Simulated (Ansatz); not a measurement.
A run of Ansatz 0.2.0:

Contents of input.yaml:

```yaml
crystal:
  lattice:
    - [3.798, 0.0, 0.0]
    - [-1.899, 3.2891644836, 0.0]
    - [0.0, 0.0, 6.192]
  atoms:
    - { symbol: Zr, position: [0.0, 0.0, 0.0] }
    - { symbol: Se, position: [0.6666666667, 0.3333333333, 0.75] }
    - { symbol: Se, position: [0.3333333333, 0.6666666667, 0.25] }
hamiltonian:
  xc: pbe
  pseudopotentials: { kind: paw }
  dispersion: d4
kpoints:
  mp_grid: { grid: [8, 8, 5] }
scf:
  occupations: { method: fermi_dirac, width: 0.05 }
output:
  forces: true
  stress: true
relax:
  f_tol: 0.01
  max_steps: 40
  cell: { stress_tol: 0.05 }
```

Potentials or basis: Ansatz PAW.

Command:

```sh
$ ansatz run input.yaml --threads 2 --pin off --max-ram 5632MiB --backend cpu --events-out ev --progress --plain --runs-dir out
```

Hardware: 2 threads of Intel(R) Xeon(R) Platinum 8488C (Sapphire Rapids) (shared host).

Q: Estimate the wall time of this run.

A: It took 9.5 s on 2 threads of Intel(R) Xeon(R) Platinum 8488C (Sapphire Rapids), on a shared host, peak memory 0.46 GiB. Counts: scf iterations 38, plane waves 1461, k points 40, bands 27, ion steps 5.
